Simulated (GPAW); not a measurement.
The system is PtSe2 (Sudovikovite).

```
CELL_PARAMETERS angstrom
3.72400 0.00000 0.00000
-1.86200 3.22508 0.00000
0.00000 0.00000 5.06200
ATOMIC_POSITIONS crystal
Pt 0.00000 0.00000 0.00000
Se 0.66667 0.33333 0.75000
Se 0.33333 0.66667 0.25000
```

- Program: GPAW 26.7.0
- Task: relaxation of cell and atoms
- Functional: LDA
- Potentials or basis: the program's PAW data sets (release 1.2.1) made for this functional
- Cutoff: 600 eV
- Basis: pw
- k mesh: 6 × 6 × 4
- Occupations: fermi-dirac, width 0.05 eV
- Spin: no spin polarisation

At the start: pressure -0.7 GPa; volume 20.27 Å³/atom.

Where does the relaxation end?

Over 9 steps the energy falls by 11.7 meV/atom and the volume is 19.26 Å³/atom (-5.0 %); space group P-3m1 (No. 164, to 0.05 Å).

Step by step:
```csv
step,energy change (eV),largest force (eV/Å),pressure (GPa),volume (Å³)
1,0.0000,0.1859,-0.69,60.80
2,-0.0014,0.1731,-0.72,60.72
3,-0.0182,0.2994,-0.56,58.05
4,-0.0228,0.0923,-0.54,58.84
5,-0.0243,0.0857,-0.33,58.65
6,-0.0302,0.0098,1.11,57.57
7,-0.0316,0.0408,1.11,57.57
8,-0.0346,0.0641,0.54,57.70
9,-0.0350,0.0282,0.17,57.77
```

Final structure:
```yaml
crystal:
  lattice:
    - [3.73406, 0.00000, 0.00000]
    - [-1.86703, 3.23379, 0.00000]
    - [0.00000, 0.00000, 4.78383]
  atoms:
    - { symbol: Pt, position: [0.00000, 0.00000, 0.00000] }
    - { symbol: Se, position: [0.66667, 0.33333, 0.73612] }
    - { symbol: Se, position: [0.33333, 0.66667, 0.26388] }
```

Caveat: later steps reuse the first step's grids.
